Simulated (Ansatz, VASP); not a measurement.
# ZrC in VASP and in Ansatz

```
Zr C
1.0
     0.00000    2.40048    2.40048
     2.40048    0.00000    2.40048
     2.40048    2.40048    0.00000
Zr C
1 1
Direct
  0.00000 0.00000 0.00000
  0.50000 0.50000 0.50000
```

Change from the starting cell: volume scaled by 1.06.

Alike in both runs: task single point; functional PBE; k mesh 14 × 14 × 14; occupations fermi-dirac, width 0.05 eV; no spin polarisation.

|  | VASP | Ansatz |
| --- | --- | --- |
| version | VASP 6.6.1 | Ansatz 0.2.0 |
| potentials or method | VASP PAW PBE potentials, release 64 (Zr_sv, C), cutoff 520 eV | all-electron LAPW, scalar-relativistic |

|  | VASP | Ansatz | Ansatz less VASP |
| --- | --- | --- | --- |
| pressure (GPa) | -11.3 | -11.4 | -0.15 |

Ansatz ran all-electron here, so the differences hold the error of VASP's frozen core and of both bases.
